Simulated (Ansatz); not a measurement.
Free-standing chains of the atoms of GaSb, named by their start (strip: triangular double chain, ladder: square double chain); atoms and period are relaxed, and energies count from relaxed bulk GaSb (F-43m, 28.53 Å³/atom, gap on the mesh 0.00 eV).

Level of theory: DFT PBEsol, scalar-relativistic, plane waves, PAW (Ansatz 0.2.0).

Cutoff 420 eV, Gaussian smearing of 0.05 eV, energies at zero smearing, symmetry of each start kept, collinear spin where a moment is listed.

| start | atoms | k mesh | excess energy (eV per host atom) | period (Å) | gap on the mesh (eV) | highest filled level or Fermi level under vacuum (eV) | size of the moment (μB per cell) |
| --- | --- | --- | --- | --- | --- | --- | --- |
| linear chain | 2 | 1×1×14 | 1.463 | 5.072 | 0 | 5.06 | 0.71 |
| dimerised chain | 2 | 1×1×14 | 1.469 | 5.055 | 0 | 5.07 | 0.14 |
| zigzag chain | 2 | 1×1×15 | 1.192 | 4.324 | 0.11 | - | 0.00 |
| ladder chain | 4 | 1×1×14 | 0.894 | 5.190 | 0 | - | 0.43 |
| strip chain | 2 | 1×1×25 | 0.950 | 2.854 | 0 | - | 0.00 |

Spin-orbit coupling is left out, which matters for the bands of heavy elements. An odd mesh misses points on the zone edge, so a gap read on it can be too wide.

Gaps under about 0.2 eV rest on few k points and may close between them. Each run keeps its start's symmetry and one magnetic start, so lower states can exist. Rows stand on unlike meshes and boxes, so starts that end alike can differ by a few hundredths of an eV per atom.

Cost: 5 runs of about 13 core-minutes in all, on Arm Neoverse V2 (shared hosts).